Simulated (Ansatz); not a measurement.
A run of Ansatz 0.2.0 is set up as follows.

Contents of input.yaml:

```yaml
crystal:
  lattice:
    - [3.1832085602, 0.0, 0.0]
    - [-1.5916042801, 2.7567394786, 0.0]
    - [0.0, 0.0, 23.66876325]
  atoms:
    - { symbol: W, position: [0.6666666667, 0.3333333333, 0.36268246] }
    - { symbol: W, position: [0.3333333333, 0.6666666667, 0.63731754] }
    - { symbol: S, position: [0.6666666667, 0.3333333333, 0.70318389] }
    - { symbol: S, position: [0.3333333333, 0.6666666667, 0.42855817] }
    - { symbol: S, position: [0.6666666667, 0.3333333333, 0.57144183] }
    - { symbol: S, position: [0.3333333333, 0.6666666667, 0.29681611] }
hamiltonian:
  xc: r2scan
  pseudopotentials: { kind: paw }
kpoints:
  mp_grid: { grid: [10, 10, 2] }
scf:
  occupations: { method: fermi_dirac, width: 0.05 }
output:
  forces: true
  stress: true
  eigenvalues: true
relax:
  f_tol: 0.01
  max_steps: 40
  cell: { stress_tol: 0.05 }
```

Potentials or basis: Ansatz PAW.

The run is started by

```bash
$ ansatz run input.yaml --threads 2 --pin off --max-ram 5632MiB --backend cpu --events-out ev --progress --plain --runs-dir out
```

(1) What does it give for the relaxed volume?

(2) Estimate the space group after relaxing (to 0.05 Å).

(3) Estimate the relaxed cell.

(4) What does it give for the band gap on the k mesh?

## Answers

(1) 34.61 Å³/atom.

(2) P-3m1 (No. 164).

(3) a = 3.181 Å, b = 3.181 Å, c = 23.688 Å, α = 90.00°, β = 90.00°, γ = 120.00°.

(4) 1.78 eV, indirect (least direct gap 2.26 eV).

Caveat: the plane-wave basis is chosen anew once the cell has moved, so the energies of steps on either side of that aren't comparable; spin-orbit coupling is left out, which moves the levels of the heavy elements; the PAW data sets come from PBE, with cores solved anew for the run's functional, which leaves a small shift of forces and pressure.
